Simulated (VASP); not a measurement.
# W (Im-3m) in VASP: further runs

Runs on W. Level: PBE. Tasks: relaxation of cell and atoms.

All numbers are computed with VASP 6.6.1; they aren't measurements. Logs are shortened: lines on timing, memory, paths and dates and some standing lists are left out, and cuts for length are marked.

**1. Starting point**

Symmetry: Im-3m, No. 229, cubic system. The conventional cell has a = 3.165 Å, b = 3.165 Å, c = 3.165 Å, α = 90.00°, β = 90.00°, γ = 90.00°. W (site symmetry m-3m) has 8 W at 2.74 Å as nearest neighbours.

**2. Relaxation of cell and atoms, PBE**

Input file INCAR:

```
SYSTEM = W
PREC = Accurate
ENCUT = 520
EDIFF = 1E-7
ISMEAR = 0
SIGMA = 0.1
LREAL = .False.
LASPH = .True.
NELM = 100
ALGO = Normal
ISIF = 3
LWAVE = .False.
LCHARG = .False.
GGA = PE
IBRION = 2
NSW = 80
EDIFFG = -0.002
```

Input file KPOINTS:

```
Automatic mesh
0
Gamma
  4 4 4
  0 0 0
```

Input file POSCAR:

```
W
1.0
   -1.5823450000      1.5823450000      1.5823450000
    1.5823450000     -1.5823450000      1.5823450000
    1.5823450000      1.5823450000     -1.5823450000
W
1
Direct
    0.0000000000      0.0000000000      0.0000000000
```

Potentials or basis: VASP PAW PBE potentials, release 64 (W_sv).

Launch:

```sh
> cat potpaw_PBE.64/W_sv/POTCAR > POTCAR
> mpirun -np 1 vasp_std > vasp.out
```

OUTCAR:

```text
SYSTEM = W
   PREC = Accurate
   ENCUT = 520
   EDIFF = 1E-7
   ISMEAR = 0
   LREAL = .False.
   LASPH = .True.
   NELM = 100
   ISIF = 3
   GGA = PE
   IBRION = 2
   NSW = 80
   EDIFFG = -0.002

 ion  position               nearest neighbor table
   1  0.000  0.000  0.000-

  LATTYP: Found a body centered cubic cell.
 ALAT       =     3.1646900000

  Lattice vectors:

 A1 = (  -1.5823450000,   1.5823450000,   1.5823450000)
 A2 = (   1.5823450000,  -1.5823450000,   1.5823450000)
 A3 = (   1.5823450000,   1.5823450000,  -1.5823450000)

Analysis of symmetry for initial positions (statically):
=====================================================================
 Subroutine PRICEL returns:
 Original cell was already a primitive cell.

 Routine SETGRP: Setting up the symmetry group for a
 body centered cubic supercell.

 Subroutine GETGRP returns: Found 48 space group operations
 (whereof 48 operations were pure point group operations)
 out of a pool of 48 trial point group operations.

The static configuration has the point symmetry O_h .

Analysis of symmetry for dynamics (positions and initial velocities):
=====================================================================
 Subroutine PRICEL returns:
 Original cell was already a primitive cell.

 Routine SETGRP: Setting up the symmetry group for a
 body centered cubic supercell.

 Subroutine GETGRP returns: Found 48 space group operations
 (whereof 48 operations were pure point group operations)
 out of a pool of 48 trial point group operations.

The dynamic configuration has the point symmetry O_h .

 Subroutine INISYM returns: Found 48 space group operations
 (whereof 48 operations are pure point group operations),
 and found     1 'primitive' translations

----------------------------------------------------------------------------------------

                                     Primitive cell

  volume of cell :      15.8476

  direct lattice vectors                    reciprocal lattice vectors
    -1.582345000  1.582345000  1.582345000     0.000000000  0.315986716  0.315986716
     1.582345000 -1.582345000  1.582345000     0.315986716  0.000000000  0.315986716
     1.582345000  1.582345000 -1.582345000     0.315986716  0.315986716  0.000000000

  length of vectors
     2.740701935  2.740701935  2.740701935     0.446872699  0.446872699  0.446872699

  position of ions in fractional coordinates (direct lattice)
     0.000000000  0.000000000  0.000000000

  ion indices of the primitive-cell ions
   primitive index   ion index
                 1           1

----------------------------------------------------------------------------------------

 KPOINTS: Automatic mesh

Automatic generation of k-mesh.
 Grid dimensions read from file:
 generate k-points for:    4    4    4

 Generating k-lattice:

  Cartesian coordinates                     Fractional coordinates (reciprocal lattice)
     0.000000000  0.078996679  0.078996679     0.250000000  0.000000000  0.000000000
     0.078996679  0.000000000  0.078996679     0.000000000  0.250000000  0.000000000
     0.078996679  0.078996679  0.000000000     0.000000000  0.000000000  0.250000000

  Length of vectors
     0.111718175  0.111718175  0.111718175

  Shift w.r.t. Gamma in fractional coordinates (k-lattice)
     0.000000000  0.000000000  0.000000000

 Subroutine IBZKPT returns following result:
 ===========================================

 Found      8 irreducible k-points:

 Following reciprocal coordinates:
            Coordinates               Weight
  0.000000  0.000000  0.000000      1.000000
  0.250000  0.000000  0.000000     12.000000
  0.500000  0.000000  0.000000      6.000000
  0.250000  0.250000  0.000000     24.000000
  0.250000  0.250000  0.250000      2.000000
 -0.250000  0.250000  0.250000      6.000000
  0.500000  0.500000  0.250000     12.000000
  0.500000  0.500000  0.500000      1.000000
   k-points           NKPTS =      8   k-points in BZ     NKDIM =      8   number of bands    NBANDS=     11
   number of dos      NEDOS =    301   number of ions     NIONS =      1
   total plane-waves  NPLWV =   8000
   dimension x,y,z NGX =    20 NGY =   20 NGZ =   20
   dimension x,y,z NGXF=    40 NGYF=   40 NGZF=   40
   ions per type =               1
   NGX,Y,Z   is equivalent  to a cutoff of  12.13, 12.13, 12.13 a.u.
   NGXF,Y,Z  is equivalent  to a cutoff of  24.26, 24.26, 24.26 a.u.
 SYSTEM =  W
   PREC   = accura    normal or accurate (medium, high low for compatibility)
   ISTART =      0    job   : 0-new  1-cont  2-samecut
   ICHARG =      2    charge: 1-file 2-atom 10-const
   ISPIN  =      1    spin polarized calculation?
   LNONCOLLINEAR =      F non collinear calculations
   LSORBIT =      F    spin-orbit coupling
   LASPH  =      T    aspherical Exc in radial PAW
   ENCUT  =  520.0 eV  38.22 Ry    6.18 a.u.   5.10  5.10  5.10*2*pi/ulx,y,z
   NELM   =    100;   NELMIN=  2; NELMDL= -5     # of ELM steps
   EDIFF  = 0.1E-06   stopping-criterion for ELM
   LREAL  =      F    real-space projection
   EDIFFG = -.2E-02   stopping-criterion for IOM
   NSW    =     80    number of steps for IOM
   IBRION =      2    ionic relax: 0-MD 1-quasi-New 2-CG
   NFREE  =      1    steps in history (QN), initial steepest desc. (CG)
   ISIF   =      3    stress and relaxation
   ISYM   =      2    0-nonsym 1-usesym 2-fastsym
   POTIM  = 0.5000    time-step for ionic-motion
   TEBEG  =    0.0;   TEEND  =   0.0 temperature during run
   PSTRESS=    0.0 pullay stress
   NELECT =      14.0000    total number of electrons
   NUPDOWN=      -1.0000    fix difference up-down
   EMIN   =  10.00;   EMAX   =-10.00  energy-range for DOS
   EFERMI =   0.00;   METHOD = LEGACY
   ISMEAR =     0;   SIGMA  =   0.10  broadening in eV -4-tet -1-fermi 0-gaus
   EFERMI_NEDOS =   21; number of points for ismear=-14 and -15
   IALGO  =     38    algorithm
   IMIX   =      4    mixing-type and parameters
     AMIX     =   0.40;   BMIX     =  1.00
     AMIX_MAG =   1.60;   BMIX_MAG =  1.00
  volume/ion in A,a.u.               =      15.85       106.94
  Fermi-wavevector in a.u.,A,eV,Ry     =   1.570832  2.968442 33.572544  2.467512
  Thomas-Fermi vector in A             =   2.672506
   LORBIT       =      0    0 simple, 1 ext, 2 COOP (PROOUT), +10 PAW based schemes
   GGA     = PE    functional components
   LHFCALC =     F    Hartree Fock is set to
   AEXX    =    0.0000 exact exchange contribution
   IVDW    =     0    specifies the selected vdW correction
   LEPSILON=     F    determine dielectric tensor
   LRPA    =     F    only Hartree local field effects (RPA)
 conjugate gradient relaxation of ions
 non-spin polarized calculation
 Gauss-broadening in eV      SIGMA  =   0.10
  energy-cutoff  :      520.00
  volume of cell :       15.85
 maximum number of plane-waves:       436
   NGX = 11   NGY = 11   NGZ = 11

--------------------------------------- Ionic step        1  -------------------------------------------

 number of electron      14.0000004 magnetization

 Free energy of the ion-electron system (eV)
  ---------------------------------------------------
  ext. energy  EPLUGINS =         0.00000000
  ---------------------------------------------------
  free energy    TOTEN  =       -12.79362633 eV

  energy without entropy =      -12.79362557  energy(sigma->0) =      -12.79362595

------------------------ aborting loop because EDIFF is reached ----------------------------------------

  FORCE on cell =-STRESS in cart. coord.  units (eV):
  Direction    XX          YY          ZZ          XY          YZ          ZX
  --------------------------------------------------------------------------------------
  -------------------------------------------------------------------------------------
  Total        0.5117001      0.5117001      0.5117001      0.0000000      0.0000000     -0.0000000
  in kB       51.7323873     51.7323873     51.7323873      0.0000000      0.0000000     -0.0000000
  external PRESSURE =      51.7323873 kB  Pullay stress =       0.0000000 kB

 VOLUME and BASIS-vectors are now :
 -----------------------------------------------------------------------------
  energy-cutoff  :      520.00
  volume of cell :       15.85
      direct lattice vectors                 reciprocal lattice vectors
    -1.582345000  1.582345000  1.582345000     0.000000000  0.315986716  0.315986716
     1.582345000 -1.582345000  1.582345000     0.315986716  0.000000000  0.315986716
     1.582345000  1.582345000 -1.582345000     0.315986716  0.315986716  0.000000000
[... 71 lines left out ...]
 POSITION                                       TOTAL-FORCE (eV/Angst)
 -----------------------------------------------------------------------------------
      0.00000      0.00000     -0.00000         0.000000      0.000000      0.000000
 -----------------------------------------------------------------------------------
    total drift:                                0.000000     -0.000000      0.000000

  FREE ENERGIE OF THE ION-ELECTRON SYSTEM (eV)
  ---------------------------------------------------
  free  energy   TOTEN  =       -12.7977831546 eV

  energy  without entropy=      -12.7977819342  energy(sigma->0) =      -12.79778254

--------------------------------------- Ionic step        4  -------------------------------------------

 number of electron      14.0000001 magnetization

 Free energy of the ion-electron system (eV)
  ---------------------------------------------------
  ext. energy  EPLUGINS =         0.00000000
  ---------------------------------------------------
  free energy    TOTEN  =       -12.79778549 eV

  energy without entropy =      -12.79778428  energy(sigma->0) =      -12.79778488

 E-fermi :  11.0623     XC(G=0): -13.5275

 val. band max:       10.7497383740   @ k =  -0.2500   0.2500   0.2500
 cond. band min:      11.3748679786   @ k =   0.5000   0.5000   0.2500
 fundamental gap:      0.6251296046
 Fermi energy:        11.0623023626

 k-point     1 :       0.0000    0.0000    0.0000
  band No.  band energies     occupation
      1     -62.8450      2.00000
      2     -26.4451      2.00000
      3     -26.4451      2.00000
      4     -26.4451      2.00000
      5       1.6595      2.00000
      6      10.0816      2.00000
      7      10.0816      2.00000
      8      10.0816      2.00000
      9      13.4958      0.00000
     10      13.4958      0.00000
     11      25.6742      0.00000

 k-point     2 :       0.2500    0.0000    0.0000
  band No.  band energies     occupation
      1     -62.7824      2.00000
      2     -27.0838      2.00000
      3     -26.6491      2.00000
      4     -26.4483      2.00000
      5       4.0516      2.00000
      6       8.7859      2.00000
      7       9.4333      2.00000
      8      12.7932      0.00000
      9      12.8851      0.00000
     10      13.6829      0.00000
     11      25.8748      0.00000
[... 104 lines left out ...]
 POSITION                                       TOTAL-FORCE (eV/Angst)
 -----------------------------------------------------------------------------------
      0.00000      0.00000     -0.00000         0.000000     -0.000000      0.000000
 -----------------------------------------------------------------------------------
    total drift:                                0.000000      0.000000      0.000000

  FREE ENERGIE OF THE ION-ELECTRON SYSTEM (eV)
  ---------------------------------------------------
  free  energy   TOTEN  =       -12.7977854856 eV

  energy  without entropy=      -12.7977842763  energy(sigma->0) =      -12.79778488

 reached required accuracy - stopping structural energy minimisation
```

Wall time 4.1 s (1 thread of Intel Xeon 6975P-C (Granite Rapids), shared host); peak memory 0.13 GiB.

Results:

```
Free energy                            : -12.7978 eV
Relaxed volume                         : 16.11 Å³/atom
Relaxed cell                           : a = 2.756 Å, b = 2.756 Å, c = 2.756 Å, α = 109.47°, β = 109.47°, γ = 109.47°
Space group after relaxing (to 0.05 Å) : Im-3m (No. 229)
Energy gained by relaxing              : 4.2 meV/atom
Ionic steps                            : 4
Pressure after relaxing                : 0.0 GPa
Band gap on the k mesh                 : none (metal or under the smearing width)
```

Step by step:
```
step  energy change (eV)  largest force (eV/Å)  pressure (GPa)  volume (Å³)
   1              0.0000                0.0000            5.17        15.85
   2              0.0430                0.0000          -15.22        17.05
   3             -0.0042                0.0000           -0.10        16.12
   4             -0.0042                0.0000           -0.01        16.11
```

Final structure:
```
W
1.0
    -1.59104    1.59104    1.59104
     1.59104   -1.59104    1.59104
     1.59104    1.59104   -1.59104
W
1
Direct
  0.00000 0.00000 0.00000
```

Levels at points of the mesh, in eV from the Fermi level:
```
           k point  band 4  band 5  band 6  band 7  band 8  band 9  band 10  band 11
(0.00, 0.00, 0.00)  -37.51   -9.40   -0.98   -0.98   -0.98    2.43     2.43    14.61
(0.50, 0.00, 0.00)  -37.51   -6.00   -3.29    0.77    2.33    3.29     6.26    11.04
(0.50, 0.50, 0.50)  -38.37   -5.54   -5.54    5.30    5.30    5.30     8.28     8.28
```

Caveat: the k mesh is coarse (spacing up to 0.70 Å⁻¹), so the values aren't converged. PBE usually gives volumes a little too large and moduli too small.

**3. Relaxation of cell and atoms, PBE**

This run uses another cell than the first one, of 16.11 Å³/atom, 1.017 times its volume.

INCAR is that of step 2.

KPOINTS is that of step 2.

Input file POSCAR:

```
W                                       
1.0
   -1.5910411880      1.5910411880      1.5910411880
    1.5910411880     -1.5910411880      1.5910411880
    1.5910411880      1.5910411880     -1.5910411880
  W             
     1
Direct
     0.0000000000000000    0.0000000000000000    0.0000000000000000
```

Potentials or basis: VASP PAW PBE potentials, release 64 (W_sv).

Launch:

```sh
> cat potpaw_PBE.64/W_sv/POTCAR > POTCAR
> mpirun -np 1 vasp_std > vasp.out
```

OUTCAR:

```text
SYSTEM = W
   PREC = Accurate
   ENCUT = 520
   EDIFF = 1E-7
   ISMEAR = 0
   LREAL = .False.
   LASPH = .True.
   NELM = 100
   ISIF = 3
   GGA = PE
   IBRION = 2
   NSW = 80
   EDIFFG = -0.002

 ion  position               nearest neighbor table
   1  0.000  0.000  0.000-

  LATTYP: Found a body centered cubic cell.
 ALAT       =     3.1820823760

  Lattice vectors:

 A1 = (  -1.5910411880,   1.5910411880,   1.5910411880)
 A2 = (   1.5910411880,  -1.5910411880,   1.5910411880)
[... 278 lines left out ...]
------------------------ aborting loop because EDIFF is reached ----------------------------------------

  FORCE on cell =-STRESS in cart. coord.  units (eV):
  Direction    XX          YY          ZZ          XY          YZ          ZX
  --------------------------------------------------------------------------------------
  -------------------------------------------------------------------------------------
  Total       -0.0002866     -0.0002866     -0.0002866      0.0000000     -0.0000000      0.0000000
  in kB       -0.0285067     -0.0285067     -0.0285067      0.0000000     -0.0000000      0.0000000
  external PRESSURE =      -0.0285067 kB  Pullay stress =       0.0000000 kB

 VOLUME and BASIS-vectors are now :
 -----------------------------------------------------------------------------
  energy-cutoff  :      520.00
  volume of cell :       16.11
      direct lattice vectors                 reciprocal lattice vectors
    -1.591041188  1.591041188  1.591041188     0.000000000  0.314259621  0.314259621
     1.591041188 -1.591041188  1.591041188     0.314259621  0.000000000  0.314259621
     1.591041188  1.591041188 -1.591041188     0.314259621  0.314259621  0.000000000

 POSITION                                       TOTAL-FORCE (eV/Angst)
 -----------------------------------------------------------------------------------
      0.00000      0.00000      0.00000         0.000000      0.000000     -0.000000
 -----------------------------------------------------------------------------------
    total drift:                                0.000000     -0.000000      0.000000

  FREE ENERGIE OF THE ION-ELECTRON SYSTEM (eV)
  ---------------------------------------------------
  free  energy   TOTEN  =       -12.7980446965 eV

  energy  without entropy=      -12.7980434870  energy(sigma->0) =      -12.79804409

 reached required accuracy - stopping structural energy minimisation
```

OSZICAR:

```text
N       E                     dE             d eps       ncg     rms          rms(c)
DAV:   1     0.667586198431E+02    0.66759E+02   -0.77698E+03   176   0.143E+03
DAV:   2    -0.119872799217E+02   -0.78746E+02   -0.75470E+02   185   0.308E+02
DAV:   3    -0.133221603872E+02   -0.13349E+01   -0.13252E+01   203   0.401E+01
DAV:   4    -0.133303264053E+02   -0.81660E-02   -0.81655E-02   176   0.350E+00
DAV:   5    -0.133303890157E+02   -0.62610E-04   -0.62610E-04   211   0.315E-01    0.202E+01
DAV:   6    -0.129113173652E+02    0.41907E+00   -0.52413E-01   179   0.938E+00    0.824E+00
DAV:   7    -0.128014791327E+02    0.10984E+00   -0.29055E-01   179   0.656E+00    0.602E-01
DAV:   8    -0.127980266307E+02    0.34525E-02   -0.34324E-03   176   0.872E-01    0.794E-02
DAV:   9    -0.127980511939E+02   -0.24563E-04   -0.62209E-05   196   0.107E-01    0.570E-02
DAV:  10    -0.127980443461E+02    0.68478E-05   -0.16232E-05   182   0.587E-02    0.998E-03
DAV:  11    -0.127980448807E+02   -0.53466E-06   -0.16617E-07   158   0.553E-03    0.669E-04
DAV:  12    -0.127980446944E+02    0.18634E-06   -0.87263E-09    91   0.119E-03    0.683E-05
DAV:  13    -0.127980446965E+02   -0.20689E-08   -0.65039E-10    94   0.375E-04
   1 F= -.12798045E+02 E0= -.12798044E+02  d E =-.127980E+02
```

Wall time 1.6 s (1 thread of Intel Xeon 6975P-C (Granite Rapids), shared host); peak memory 0.12 GiB.

What came out:

| Property | Result |
| --- | --- |
| Free energy | -12.7980 eV |
| Pressure after relaxing | 0.0 GPa |
| Band gap on the k mesh | none (metal or under the smearing width) |

Final structure:
```yaml
crystal:
  lattice:
    - [-1.59104, 1.59104, 1.59104]
    - [1.59104, -1.59104, 1.59104]
    - [1.59104, 1.59104, -1.59104]
  atoms:
    - { symbol: W, position: [0.00000, 0.00000, 0.00000] }
```

Levels at points of the mesh, in eV from the Fermi level:
```
           k point  band 3  band 4  band 5  band 6  band 7  band 8  band 9  band 10  band 11
(0.00, 0.00, 0.00)  -37.51  -37.51   -9.40   -0.98   -0.98   -0.98    2.43     2.43    14.61
(0.50, 0.00, 0.00)  -37.91  -37.51   -6.00   -3.29    0.77    2.33    3.29     6.26    11.04
(0.50, 0.50, 0.50)  -38.37  -38.37   -5.54   -5.54    5.30    5.30    5.30     8.28     8.28
```

Caveat: the k mesh is coarse (spacing up to 0.70 Å⁻¹), so the values aren't converged; the relaxation stopped at its first step, so nothing moved.
